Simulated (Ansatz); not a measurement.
Set up this calculation in Ansatz 0.2.0, as the native input.

```
Task                : relaxation of cell and atoms
Functional          : BLYP
Dispersion          : D3(BJ)
Potentials or basis : all-electron LAPW, scalar-relativistic
Basis error allowed : 0.001 eV/atom
k mesh              : 10 × 10 × 10
Occupations         : fermi-dirac, width 0.05 eV
Spin                : no spin polarisation
```

CaO:

```
Ca O
1.0
     0.00000    2.40356    2.40356
     2.40356    0.00000    2.40356
     2.40356    2.40356    0.00000
Ca O
1 1
Cartesian
  0.0000 0.0000 0.0000
  2.4036 2.4036 2.4036
```

The cell is a database's computed one.

The input as run:

input.yaml

```yaml
crystal:
  lattice:
    - [0.0, 2.403555696, 2.403555696]
    - [2.403555696, 0.0, 2.403555696]
    - [2.403555696, 2.403555696, 0.0]
  atoms:
    - { symbol: Ca, position: [0.0, 0.0, 0.0] }
    - { symbol: O, position: [0.5, 0.5, 0.5] }
kpoints:
  mp_grid: { grid: [10, 10, 10] }
scf:
  occupations: { method: fermi_dirac, width: 0.05 }
hamiltonian:
  xc: blyp
  dispersion: d3bj
  pseudopotentials: { kind: all_electron, lapw: { basis_error: 0.001 } }
output:
  forces: true
  stress: true
relax:
  f_tol: 0.02
  max_steps: 60
  cell: {}
```

Potentials or basis: all-electron LAPW, scalar-relativistic.

Launch:

```sh
$ ansatz run input.yaml --threads 1 --pin off --max-ram 3072MiB --backend cpu --events-out ev --progress --plain --runs-dir out
```

Results of the run:

```
Relaxed volume                         : 13.51 Å³/atom
Relaxed cell                           : a = 3.368 Å, b = 3.368 Å, c = 3.368 Å, α = 60.00°, β = 60.00°, γ = 60.00°
Space group after relaxing (to 0.05 Å) : Fm-3m (No. 225)
Energy gained by relaxing              : 3.7 meV/atom
Ionic steps                            : 4
Pressure after relaxing                : 0.0 GPa
Band gap on the k mesh                 : 3.74 eV
```

It took 11 s on 1 thread of Arm Neoverse V2, with other jobs on the host, peak memory 0.28 GiB.
